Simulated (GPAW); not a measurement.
SnO2, 12 atoms in the cell. Symmetry: Pa-3, No. 205, cubic system. The conventional cell has a = 5.175 Å, b = 5.175 Å, c = 5.175 Å, α = 90.00°, β = 90.00°, γ = 90.00°. Around Sn (site symmetry -3) lie 6 O at 2.11 Å. Around O (site symmetry 3) lie 3 Sn at 2.11 Å. Measurements of this composition are mostly on another form, of space group No. 136.

```yaml
Program: GPAW 26.7.0
Task: optical spectrum
Functional: AM05
Potentials_or_basis: PAW data sets generated in the run's folder for this functional
Cutoff: 600 eV
Basis: pw
k_mesh: 3 × 3 × 3
Occupations: fermi-dirac, width 0.001 eV
Spin: no spin polarisation
Response_ecut: 50 eV
Eta: 0.1 eV
Maxiter: 150
Response_k_mesh: 3 × 3 × 3
Domega0: 0.05 eV
Omega2: 10 eV
Kernel: RPA
Scissors: 0 eV
Response_bands: 148
Directions: "[\"x\"]"
Intraband: no
```

Potentials or basis: PAW data sets generated in the run's folder for this functional, pw.

The run is started by

```bash
$ gpaw-setup -f AM05 O Sn
$ OMP_NUM_THREADS=1 python run.py
```

Hardware: 1 thread of Intel(R) Xeon(R) Platinum 8259CL CPU @ 2.50GHz (Skylake/Cascade Lake), on a shared host.

Question: How long does it take, and how much memory?

Answer: Wall time 5.3 min on 1 thread of Intel(R) Xeon(R) Platinum 8259CL CPU @ 2.50GHz (Skylake/Cascade Lake), on a shared host, peak memory 0.68 GiB. Counts: scf iterations 36, plane waves 4653, bands 81, k points 6.
